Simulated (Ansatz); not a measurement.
# ZnS (Wurtzite-4H) (P6_3mc) in Ansatz: single point with PBE

Aim: the single point of ZnS (Wurtzite-4H) with PBE.

All numbers are computed with Ansatz 0.2.0; they aren't measurements. Logs are shortened: lines on timing, memory, paths and dates and some standing lists are left out, and cuts for length are marked.

**The experiment to reproduce.**

From a printed reference work, monograph, for a bulk crystal of ZnS at 4 K: band gap 3.911 eV (direct).

The runs below are set against these values where they give the same quantity.

**1. Starting point**

The structure is hexagonal, space group P6_3mc (No. 186). Conventional cell: a = 3.823 Å, b = 3.823 Å, c = 12.520 Å, α = 90.00°, β = 90.00°, γ = 120.00°. Around Zn (site symmetry 3m) lie 4 S at 2.34 to 2.35 Å. Zn (site symmetry 3m) is surrounded by 4 S at 2.34 to 2.35 Å. Around S (site symmetry 3m) lie 4 Zn at 2.34 to 2.35 Å. Around S (site symmetry 3m) lie 4 Zn at 2.34 to 2.35 Å.

**2. Single point, PBE**

File input.yaml:

```yaml
crystal:
  lattice:
    - [3.8227, 0.0, 0.0]
    - [-1.91135, 3.310555311, 0.0]
    - [0.0, 0.0, 12.52]
  atoms:
    - { symbol: Zn, position: [0.6666666667, 0.3333333333, 0.75] }
    - { symbol: Zn, position: [0.3333333333, 0.6666666667, 0.25] }
    - { symbol: Zn, position: [0.0, 0.0, 0.5] }
    - { symbol: Zn, position: [0.0, 0.0, 0.0] }
    - { symbol: S, position: [0.6666666667, 0.3333333333, 0.9375] }
    - { symbol: S, position: [0.3333333333, 0.6666666667, 0.4375] }
    - { symbol: S, position: [0.0, 0.0, 0.6875] }
    - { symbol: S, position: [0.0, 0.0, 0.1875] }
hamiltonian:
  xc: pbe
  pseudopotentials: { kind: paw }
kpoints:
  mp_grid: { grid: [14, 14, 4] }
scf:
  occupations: { method: fermi_dirac, width: 0.05 }
output:
  forces: true
  stress: true
  eigenvalues: true
  write_density: true
  write_potential: true
  elf: true
  volumetric_format: npy
```

Potentials or basis: Ansatz PAW.

On the command line:

```bash
$ ansatz run input.yaml --threads 2 --pin off --max-ram 5120MiB --backend cpu --events-out ev --progress --plain --runs-dir out
```

Standard output:

```text
Warning: RAYON_NUM_THREADS=2 ignored (pool sized by the plan → 2); use --threads N
Engine: ansatz 0.2.0, x86_64-unknown-linux-gnu
Pseudopotentials: kind: paw
Pseudopotential: Zn, paw, valence charge 12, recommended cutoff 420 eV (normal), Zn.paw.azcp
Pseudopotential: S, paw, valence charge 6, recommended cutoff 420 eV (normal), S.paw.azcp
Functional definition: PBE
  parameter kappa = 0.804
  parameter beta = 0.06672455060314922
  exchange = pbe_x(kappa = kappa, mu = beta*pi^2/3)
  correlation = pbe_c(beta = beta)
Crystal: 8 atoms, lattice volume = 158.444 Å³
Basis set: ecut = 420 eV, 3077 PW (Γ), exchange–correlation on 54×54×180 points (8 copies of the dense FFT grid, shifted against one another)
Bands: 44, of which v1, the nominal top of the filled ones, is band 36 counted from 1 (35 counted from 0)
Symmetry: 12 space group operations
Space group: P63mc (ITA 186), of the structure as read, at distance tolerance 5.4e-5 Å
k-points: 72 of 784 (time reversal used)
Non-local potential: Zn, projectors of the file, l = 0: 2, l = 1: 2, l = 2: 3, l = 3: 1
Non-local potential: S, projectors of the file, l = 0: 2, l = 1: 2, l = 2: 2
PAW form: soft (Blöchl's): semilocal exchange-correlation on the pseudo side does not see the compensation charge
PAW one-centre angular grid: Zn, 590 points (default); XC on 64 Gauss nodes
PAW one-centre angular grid: S, 110 points (default); XC on 64 Gauss nodes
Initial density: superposition of atomic densities (neutral atoms: chi_scale 0, normalization atom), corrected by the library's trained network
Initial wavefunctions: pseudopotential atomic-orbital guess
Functional: x = pbe(κ = 0.804, μ = 0.2195149727645171), c = pbe(β = 0.06672455060314922)
SCF iter   1: F=—  HF=-16890.913349 eV  |F-HF|=—  |Δ(HF+E_count)|=         —  Δρ=6.04e-4  dr2=8.53e-4  ethr=1.77e-3  ⟨swp⟩=8.7  Hψ=13939  notcnv=0
preconditioner: auto → Resta (q_TF=auto, 2.392 Å⁻¹)  ε∞=6.6  [insulator: Δε(μ)=2.122 eV  Ē_g=10.615 eV  σ=0.050 eV  W_gap=1.00  n_scr=38 (ndim 8)  ℏωp=25.0 eV  f_vac=0.034  D(μ)=0.00/eV (n_scr^D=0)  ε∞_Penn≈6.6]
SCF iter   2: F=—  HF=-16890.914883 eV  |F-HF|=—  |Δ(HF+E_count)|=   1.53e-3  Δρ=5.13e-4  dr2=3.77e-4  ethr=1.19e-6  ⟨swp⟩=3.2  Hψ=7633  notcnv=0  defer=2
SCF iter   3: F=—  HF=-16890.914972 eV  |F-HF|=—  |Δ(HF+E_count)|=   8.94e-5  Δρ=1.90e-4  dr2=5.98e-5  ethr=5.23e-7  ⟨swp⟩=2.0  Hψ=5282  notcnv=0  defer=2
SCF iter   4: F=—  HF=-16890.914846 eV  |F-HF|=—  |Δ(HF+E_count)|=   1.26e-4  Δρ=7.32e-5  dr2=9.72e-6  ethr=8.31e-8  ⟨swp⟩=2.0  Hψ=5469  notcnv=0  defer=2
SCF iter   5: F=—  HF=-16890.914846 eV  |F-HF|=—  |Δ(HF+E_count)|=   1.49e-7  Δρ=2.98e-5  dr2=2.51e-6  ethr=1.35e-8  ⟨swp⟩=2.0  Hψ=3866  notcnv=0  defer=2
SCF iter   6: F=—  HF=-16890.914847 eV  |F-HF|=—  |Δ(HF+E_count)|=   8.45e-7  Δρ=1.34e-5  dr2=4.21e-7  ethr=3.49e-9  ⟨swp⟩=2.4  Hψ=4821  notcnv=0  defer=2
SCF iter   7: F=-16890.914847 eV  HF=-16890.914847 eV  |F-HF|=6.08e-8  |Δ(HF+E_count)|=   1.55e-7  Δρ=6.90e-6  dr2=5.15e-8  ethr=1.39e-10  ⟨swp⟩=13.0  Hψ=24347  notcnv=0
SCF 1 converged in 7 iterations: F = -16890.914847 eV  dr2 = 5.15e-8
SCF converged after 7 iterations
Free energy (F): -16890.914847 eV
Harris-Foulkes:  -16890.914847 eV  (|F-HF|=6.08e-8)
Internal energy: -16890.914847 eV  (E = F + TS)
E sigma→0 (E₀):  -16890.914847 eV
Fermi energy:    6.870751 eV
--- Per-component energies (eV) ---
  E_band       = 17.685492
  E_kinetic    = 953.117083
  E_local      = -8180.171677  (includes V_loc(G=0)·N_el)
  E_nonlocal   = 2571.128261
  E_hartree    = 3420.682208
  E_xc         = -937.492899
  E_vxc        = -558.067473  (∫ρ·V_xc dr)
  E_paw        = -9714.297117  (= ΣΔE_a)
  E_vpaw       = -1609.682482  (= ΣTr[D̂ρ^β])
  E_aug_tail   = -0.001449  (compensation charges beyond the density's cutoff)
  E_ewald      = -5003.879258
  E_smearing   = -0.000000  (= −TS)
  E_closure    = 0.000000  (closes the sum)
  Σ components = -16890.914847   (vs F -16890.914847, Δ=0.00e0)
--- Forces (eV/Å), atoms counted from 1 ---
  atom   1  Zn     0.00000000    -0.00000000     0.00745008
  atom   2  Zn    -0.00000000     0.00000000     0.00745008
  atom   3  Zn    -0.00000000    -0.00000000     0.02227876
  atom   4  Zn    -0.00000000     0.00000000     0.02227876
  atom   5  S      0.00000000    -0.00000000     0.01319113
  atom   6  S      0.00000000     0.00000000     0.01319113
  atom   7  S      0.00000000     0.00000000    -0.04291608
  atom   8  S      0.00000000    -0.00000000    -0.04291608
  max |Σ_I F_I| component: 7.76e-6 eV/Å
--- Stress (GPa, compression-positive) ---
        1.372351       0.000000       0.000000
       -0.000000       1.372351       0.000000
        0.000000       0.000000       1.234456
  P = ⅓ Tr σ = 1.3264 GPa (13.264 kbar)
--- Band table (eV; the first three rows and the last of 72) ---
  k-point 0: bands = ["-7.3840", "-6.9701", "-6.9582", "-6.4633", "-0.5764", "-0.5729", "-0.5729", "-0.5443", "-0.5346", "-0.5346", "-0.5314", "-0.5112", "-0.5112", "-0.4757", "-0.4757", "-0.1038", "-0.1038", "-0.0966", "-0.0966", "-0.0671", "-0.0671", "-0.0513", "-0.0513", "0.1111", "0.4707", "2.9023", "2.9176", "4.8753", "4.8753", "5.2736", "5.2736", "5.2912", "5.2912", "5.7044", "5.7440", "5.7440", "7.8714", "8.9317", "9.1242", "9.3635", "12.0703", "12.0703", "12.1855", "12.3788"]
  k-point 1: bands = ["-7.3543", "-7.1327", "-6.7839", "-6.5052", "-0.5777", "-0.5702", "-0.5692", "-0.5692", "-0.5445", "-0.5445", "-0.5018", "-0.5018", "-0.4791", "-0.4791", "-0.4627", "-0.1027", "-0.1027", "-0.1014", "-0.0976", "-0.0976", "-0.0648", "-0.0648", "-0.0536", "-0.0536", "0.8108", "2.1125", "3.7566", "4.9049", "4.9049", "5.1214", "5.1214", "5.3484", "5.4513", "5.4513", "5.7062", "5.7062", "8.1765", "8.9620", "9.0536", "9.2468", "12.1110", "12.1110", "12.1177", "12.1177"]
  k-point 2: bands = ["-7.2677", "-7.2677", "-6.6206", "-6.6206", "-0.5785", "-0.5785", "-0.5588", "-0.5588", "-0.5588", "-0.5588", "-0.4885", "-0.4885", "-0.4885", "-0.4885", "-0.3231", "-0.3231", "-0.1001", "-0.1001", "-0.1001", "-0.1001", "-0.0592", "-0.0592", "-0.0592", "-0.0592", "1.4012", "1.4012", "4.6028", "4.6028", "4.9902", "4.9902", "4.9902", "4.9902", "5.6014", "5.6014", "5.6014", "5.6014", "8.7242", "8.7242", "9.0542", "9.0542", "12.0038", "12.0038", "12.2325", "12.2325"]
  k-point 71: bands = ["-6.2617", "-6.2617", "-6.2021", "-6.2021", "-0.5034", "-0.5034", "-0.3986", "-0.3986", "-0.3758", "-0.3758", "-0.3261", "-0.3261", "-0.1901", "-0.1901", "-0.1497", "-0.1497", "-0.1083", "-0.1083", "-0.0760", "-0.0760", "0.1683", "0.1683", "0.2218", "0.2218", "1.0876", "1.0876", "1.2427", "1.2427", "2.5043", "2.5043", "3.0807", "3.0807", "3.8819", "3.8819", "4.2134", "4.2134", "10.1433", "10.1433", "10.8819", "10.8819", "11.8329", "11.8329", "12.4267", "12.4267"]
```

It took 27 s on 2 threads of Intel Xeon Platinum 8488C (Sapphire Rapids), shared host; peak memory 0.7 GiB.

What came out:

```yaml
Free_energy: -16890.9148 eV
Pressure: 1.3 GPa
Largest_force: 0.043 eV/Å
Band_gap_on_the_k_mesh: 2.13 eV, direct
```

Forces in eV/Å, atoms in the order of the input:
```
Zn   0.000  0.000  0.007
Zn   0.000  0.000  0.007
Zn   0.000  0.000  0.022
Zn   0.000  0.000  0.022
S    0.000  0.000  0.013
S    0.000  0.000  0.013
S    0.000  0.000 -0.043
S    0.000  0.000 -0.043
```

Levels at points of the mesh, in eV from the valence-band top:
| k point | band 34 | band 35 | band 36 | band 37 | band 38 | band 39 |
| --- | --- | --- | --- | --- | --- | --- |
| (0.00, 0.00, 0.00) | -0.04 | 0.00 | 0.00 | 2.13 | 3.19 | 3.38 |
| (0.00, 0.00, -0.50) | -0.14 | -0.14 | -0.14 | 2.98 | 2.98 | 3.31 |
| (0.00, -0.50, 0.00) | -1.57 | -1.10 | -0.87 | 3.31 | 3.36 | 3.76 |
| (0.00, -0.50, -0.50) | -1.49 | -1.10 | -1.10 | 3.69 | 3.69 | 4.02 |

**3. Comparison with measurements**

Step 2. Against the measured gap of ZnS, 3.911 eV (direct; 4 K; a printed reference work, monograph), the calculated 2.13 eV is off by -1.78 eV. The value is that of PBE on a finite k mesh, which can miss the band edges, without temperature or zero-point motion. Semilocal functionals fall short of measured gaps as a rule.
